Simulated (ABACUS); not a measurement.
## Sb under changes of volume

One of the cells (30.206 Å³/atom); the others are scaled copies at fixed shape and fractional positions:

```
Sb
1.0
     2.15420    1.24373    3.75800
    -2.15420    1.24373    3.75800
     0.00000   -2.48746    3.75800
Sb
2
Direct
  0.76651 0.76651 0.76651
  0.23349 0.23349 0.23349
```

- Program: ABACUS 3.10.1
- Functional: PBE
- Potentials or basis: PseudoDojo NC SR 0.4.1 PBE standard
- Cutoff: 1361 eV
- Density cutoff: 5442 eV
- Basis: TZDP LCAO (the cutoffs set its grid)
- k mesh: 8 × 8 × 8
- Occupations: fermi-dirac, width 0.05 eV
- Spin: no spin polarisation

```tsv
volume (Å³/atom)	energy over the lowest point (meV/atom)	pressure (GPa)	largest force (eV/Å)
28.393	77.07	7.7	0.588
28.998	?	?	?
29.602	31.35	4.5	0.326
30.206	16.77	3.2	0.208
30.810	7.02	2.0	0.098
31.414	1.54	0.9	0.003
32.018	0.00	-0.1	0.097
```

Problem. What does the run at 28.998 Å³/atom give?

Solution. Energy over the lowest point 51.21 meV/atom; pressure 6.0 GPa; largest force 0.453 eV/Å.

Worked out: A Birch-Murnaghan fit of order 3 (a polynomial in V^(-2/3)) to the other rows has its minimum at 31.97 Å³/atom with B0 = V·E''(V) = 50 GPa and B' = 4.4 at fixed shape and positions, which overstates the stiffness. It gives 51.23 meV/atom at 28.998 Å³/atom, against the run's 51.21, and -dE/dV = 6.0 GPa, against 6.0.

Energies are extrapolated to zero smearing.

Caveats: the atomic orbitals were generated for these runs and aren't a published set; the basis of atomic orbitals isn't converged, which shifts pressures, moduli and gaps.
